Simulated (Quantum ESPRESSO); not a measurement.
Crystal: FeO (Wuestite).

```xyz
2
Lattice="1.5188 0.8769 2.5196 -1.5188 0.8769 2.5196 0.0000 -1.7538 2.5196" Properties=species:S:1:pos:R:3 pbc="T T T"
Fe    0.0000    0.0000    0.0000
O     0.0000    0.0000    3.7794
```

Program: Quantum ESPRESSO 7.5. Alike in all runs: spin collinear, ferromagnetic start; cell as given; k mesh 11 × 11 × 11; smearing fermi-dirac 0.05 eV.

Task: Order these runs on this cell by their pressure, lowest first.
A. level PBE; potentials or basis SSSP 1.3 efficiency PBE; cutoff (eV) 871
B. level LDA; potentials or basis GBRV 1.5 LDA; cutoff (eV) 762; form of the LDA correlation PZ81
C. level PBEsol; potentials or basis GBRV 1.5 PBEsol; cutoff (eV) 762

Result: B (-16.3 GPa), C (-9.3 GPa), A (-2.2 GPa).

Caveats: a cell with one magnetic atom can't hold antiferromagnetic order, which such compounds often take; so large a pressure means that the cell lies far from this level's equilibrium, or that cutoff or potentials fall short (some runs).

Not every run made on this cell is shown here.
